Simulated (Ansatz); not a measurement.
# Sb (fcc type): the cost of one run

Computed with Ansatz 0.2.0 (DFT, PBE, all-electron LAPW, non-relativistic, unless a step's input says otherwise).

## (1) Starting point

Symmetry: Fm-3m, No. 225, cubic system. The conventional cell has a = 4.792 Å, b = 4.792 Å, c = 4.792 Å, α = 90.00°, β = 90.00°, γ = 90.00°. Sb (site symmetry m-3m) has 12 Sb at 3.39 Å as nearest neighbours.

Coordinates:

```cif
data_structure
_symmetry_space_group_name_H-M 'P 1'
_symmetry_Int_Tables_number 1
_cell_length_a 3.3883
_cell_length_b 3.3883
_cell_length_c 3.3883
_cell_angle_alpha 60.000
_cell_angle_beta 60.000
_cell_angle_gamma 60.000
_cell_volume 27.51
loop_
_atom_site_label
_atom_site_type_symbol
_atom_site_fract_x
_atom_site_fract_y
_atom_site_fract_z
_atom_site_occupancy
Sb1 Sb 0.00000 0.00000 0.00000 1
```

The PAW steps are scalar-relativistic and only prepare the cells; LAPW drops relativity.

## (2) Fcc relaxed, LAPW

The input, input.yaml:

```yaml
crystal:
  lattice:
    - [0.0, 2.3958649983, 2.3958649983]
    - [2.3958649983, 0.0, 2.3958649983]
    - [2.3958649983, 2.3958649983, 0.0]
  atoms:
    - { symbol: Sb, position: [0.0, 0.0, 0.0] }
kpoints:
  mp_grid: { grid: [15, 15, 15] }
scf:
  occupations: { method: fermi_dirac, width: 0.05 }
hamiltonian:
  xc: pbe
  pseudopotentials:
    kind: all_electron
    lapw: { basis_error: 0.0005 }
    relativity: none
output:
  forces: true
  stress: true
  eigenvalues: true
  populations: true
relax:
  f_tol: 0.005
  max_steps: 25
  cell: {}
```

Command:

```
$ ansatz run input.yaml --threads 1 --pin off --max-ram 3072MiB --backend cpu --events-out ev --progress --plain --runs-dir out
```

Q: Estimate wall time and peak memory on 1 thread of Arm Neoverse V2, shared host.

About 16 s, with a peak of 0.3 GiB.
